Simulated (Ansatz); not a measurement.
## Vibrations of CdS (F-43m) by finite displacements

```yaml
crystal:
  lattice:
    - [0.00000, 2.91228, 2.91228]
    - [2.91228, 0.00000, 2.91228]
    - [2.91228, 2.91228, 0.00000]
  atoms:
    - { symbol: Cd, position: [0.00000, 0.00000, 0.00000] }
    - { symbol: S, position: [0.75000, 0.75000, 0.75000] }
```

Conventional cell: a = 5.825 Å, b = 5.825 Å, c = 5.825 Å, α = 90.00°, β = 90.00°, γ = 90.00°. Around Cd (atom 1) lie 4 S at 2.52 Å. Around S (atom 2) lie 4 Cd at 2.52 Å.

Computed, not measured; unless marked otherwise by PBEsol, all-electron LAPW in Ansatz 0.2.0, scalar-relativistic. k mesh 6×6×6, fixed occupations, basis error target 1 meV/atom. The cell was relaxed by PAW under this functional.

Atoms are displaced by 0.01 Å in the smallest supercells that hold the wave vectors of a 2×2×2 mesh. Negative values stand for unstable modes. The zone centre has no LO-TO term.

Task: What are the phonon energies at the solved wave vectors, in meV?

Result: 

```json
{"q": "0.000 0.000 0.000", "point": "Gamma", "modes (meV)": "28.85 (×3)"}
{"q": "0.500 0.000 0.000", "point": "L", "modes (meV)": "5.09 (×2), 16.71, 31.19 (×2), 36.67"}
{"q": "0.500 0.500 0.000", "point": "X", "modes (meV)": "6.53 (×2), 18.22, 33.88 (×2), 35.35"}
```

Task: Is the structure dynamically stable at these wave vectors?

Result: Yes, no mode is unstable there; wave vectors off this mesh aren't tested.

Task: How do the optical zone-centre modes decompose, and which are active?

Result: Point group -43m: Γ_opt = T2.

```tsv
label	meV	activity	mostly
T2	28.85	IR and Raman	S (78 %)
```

Task: How well do frozen-core PAW files reproduce these all-electron values?

Result: With a cutoff of 420 eV and displacements of 0.0025 Å, the r.m.s. difference over the modes is 0.1 cm⁻¹; the largest difference is 52.9 (PAW) against 52.7 cm⁻¹ (LAPW).

Task: The cell is scaled evenly to 47.918 and 50.882 Å³ (from 49.400), with free atoms relaxed and the shape held. What are the mode Grüneisen parameters γ = −d ln ω/d ln V?

Result: For the highest mode, 308.9 cm⁻¹ in the small cell and 283.5 in the large one give γ ≈ 1.43. From the change of the dynamical matrix on each mode:

```json
{"point": "Gamma", "cm⁻¹": "232.7", "γ": "1.85"}
{"point": "L", "cm⁻¹": "41.1", "γ": "-2.90"}
{"point": "L", "cm⁻¹": "134.8", "γ": "0.82"}
{"point": "L", "cm⁻¹": "251.6", "γ": "1.83"}
{"point": "L", "cm⁻¹": "295.8", "γ": "1.44"}
{"point": "X", "cm⁻¹": "52.7", "γ": "-2.57"}
{"point": "X", "cm⁻¹": "146.9", "γ": "1.16"}
{"point": "X", "cm⁻¹": "273.3", "γ": "1.75"}
{"point": "X", "cm⁻¹": "285.1", "γ": "1.38"}
```

Weighted by the modes' heat capacities at 300 K, the mean on this mesh is 0.09; it moves with the q mesh, and a coarse one overweights the zone boundary. Rows under −0.05 (2 here) are modes that soften under compression and pull towards negative thermal expansion.

Task: Linear response on PAW files adds the field. What are the dielectric tensor, the Born charges and the LO shift?

Result: ε∞ = (6.43, 6.43, 6.43) along x, y, z with local fields. Born charges (xx, yy, zz): Cd1 (2.17, 2.17, 2.17); S2 (-2.17, -2.17, -2.17). The highest zone-centre mode lies at 232.5 cm⁻¹ without the macroscopic field and at 288.5 cm⁻¹ with it, for q along x. Lyddane-Sachs-Teller then gives ε₀ = ε∞ (ω_LO/ω_TO)² = 9.89. With the ions free to follow the field, the program's ε₀ is (9.89, 9.89, 9.89).

Keep in mind: the frozen-core PAW files of the compared runs were fitted under PBE, their cores solved anew for this functional; field response not resolved by the mesh; semilocal gaps are low, and ε∞ tends to come out large.
